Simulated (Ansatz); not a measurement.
# Guessed and relaxed cells of WC

The cell of WC is invented: random cell by space group and Wyckoff sites (Pmmn, No. 59). Its size is a rough estimate.

start:

Space group Pmmn:1 (No. 59). a = 3.145 Å, b = 4.409 Å, c = 4.856 Å, α = 90.00°, β = 90.00°, γ = 90.00°
```json
{"atom": "W", "site": "2b", "symmetry": "mm2", "x": "0.5000", "y": "0.0000", "z": "0.7281"}
{"atom": "C", "site": "2b", "symmetry": "mm2", "x": "0.5000", "y": "0.0000", "z": "0.1020"}
```

Computed with Ansatz 0.2.0, DFT PBE, scalar-relativistic, plane waves, PAW. Cutoff 420 eV, Gaussian smearing, Γ-centred meshes. Cell and atoms relax first on a coarse mesh and then on a finer one. In between, the cell is made exact in the group found at 0.06 Å. In metals the finer mesh still leaves noise of several meV/atom or more. The steps can't lower the symmetry of their start. No spin polarisation.

end:

Space group P4/nmm:1 (No. 129). a = 3.057 Å, b = 3.057 Å, c = 4.502 Å, α = 90.00°, β = 90.00°, γ = 90.00°
| atom | site | symmetry | x | y | z |
| --- | --- | --- | --- | --- | --- |
| W | 2c | 4mm | 0.5000 | 0.0000 | 0.7194 |
| C | 2c | 4mm | 0.5000 | 0.0000 | 0.2228 |

The symmetry goes from Pmmn (No. 59) to P4/nmm (No. 129). The volume per atom shrinks by 37.5 %, from 16.8 to 10.5 Å³. The shortest distance goes from 1.82 Å (W–C) to 2.18 Å (W–C). The energy falls by about 2.2 eV/atom (the start's value is from the coarse mesh). The end is written in a standard setting, so origin, axes and order of atoms can differ from the start's.

- Volume per atom: 10.52 Å³
- Density: 15.45 g/cm³
- Formation energy: +0.28 eV/atom
- Gap on the 16×16×10 mesh of the 4-atom cell: 0 eV (a metal)

Formation energies are uncorrected and refer to the elements' standard structures at the same level. The separate elements lie lower, so it is unstable against them.

The last run used Gaussian smearing of 0.10 eV. Spin–orbit coupling, which can matter for W, is left out. The reference form of C is held partly by dispersion forces, which this level lacks. Symmetry constrained the relaxation, so the result can be a saddle point. In all, the 4 runs took 6.2 min on 1 thread of AMD EPYC (Zen 3), on a shared host. Another cell of WC relaxed alike, in P-6m2 (a measured cell (COD)), lies 0.42 eV/atom lower, so this cell isn't the stable form at this level.
